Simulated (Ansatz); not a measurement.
# Cobalt, fcc under revPBE: ground state and equation of state

The plan for cobalt in the fcc structure: relax it, solve it on a dense k-mesh, then scale the cell to 7 volumes from 88 to 112 % of the relaxed one and try a fit of the equation of state. The start is ferromagnetic. The k-meshes are 15×15×15 for the relaxation; 25×25×25 for the dense run; 17×17×17 for the volumes.

This is Co in the fcc structure; at room conditions it is hcp.

Computed with Ansatz 0.2.0 (DFT revPBE, plane waves (420 eV) with PAW, scalar-relativistic; the PAW data stem from PBE, with regenerated cores, unless a step says otherwise).

### 1 The system as given

It takes space group Fm-3m (No. 225, cubic). The conventional cell has a = 3.538 Å, b = 3.538 Å, c = 3.538 Å, α = 90.00°, β = 90.00°, γ = 90.00°. Around Co (site symmetry m-3m) lie 12 Co at 2.50 Å.

As a file:

```xyz
1
Lattice="0.0000 1.7691 1.7691 1.7691 0.0000 1.7691 1.7691 1.7691 0.0000" Properties=species:S:1:pos:R:3 pbc="T T T"
Co    0.0000    0.0000    0.0000
```

The atoms start with moments of +1.7 μB.

### 2 Relaxing cell and atoms

Contents of input.yaml:

```yaml
crystal:
  lattice:
    - [0.0, 1.7691019796, 1.7691019796]
    - [1.7691019796, 0.0, 1.7691019796]
    - [1.7691019796, 1.7691019796, 0.0]
  atoms:
    - { symbol: Co, position: [0.0, 0.0, 0.0], spin: 1.7 }
hamiltonian:
  xc: revpbe
  pseudopotentials:
    kind: paw
    azcp:
      Co: "pseudopotentials/Co.paw.azcp"
basis:
  ecutwfc: 420
  fft_grid_basis: typed
kpoints:
  mp_grid: { grid: [15, 15, 15], shift: [0, 0, 0] }
magnetization:
  spin_polarized: true
scf:
  occupations: { method: fermi_dirac, width: 0.05 }
relax:
  max_steps: 60
  f_tol: 0.01
  cell: {}
```

The runs that follow: Dense single point; The cell scaled to 88 % of its volume; The cell scaled to 92 % of its volume; The cell scaled to 96 % of its volume; The cell scaled to 100 % of its volume; The cell scaled to 104 % of its volume; The cell scaled to 108 % of its volume; The cell scaled to 112 % of its volume.

**Question.** What will these runs give? Wanted: space group; conventional cell; volume; shortest distance; gap on the mesh; magnetic state; relative to hcp, ferromagnetic; V₀, B₀, B₀′.

As calculated:

| quantity | value |
| --- | --- |
| space group (spins left aside) | Fm-3m (No. 225) |
| conventional cell | a = 3.545 Å |
| volume | 11.137 Å³/atom |
| shortest distance | 2.507 Å |
| gap on the mesh | none (levels filled in part) |
| magnetic state | ferromagnetic, up to 1.76 μB per atom |
| relative to hcp, ferromagnetic | +13 meV/atom |
| V₀, B₀, B₀′ | 11.143 Å³/atom, 201 GPa, 4.7 |

What this shows: From the guessed start the volume grew by 0.6 % in 4 steps. It lies 13 meV/atom above the element's reference form at the same level (hcp, ferromagnetic, from a run of its own). It ends ferromagnetic, with up to 1.76 μB per atom. No gap shows: it is a metal or semimetal at this level. The fitted modulus is 201 GPa. Relaxation kept the symmetry; phonons were not checked.
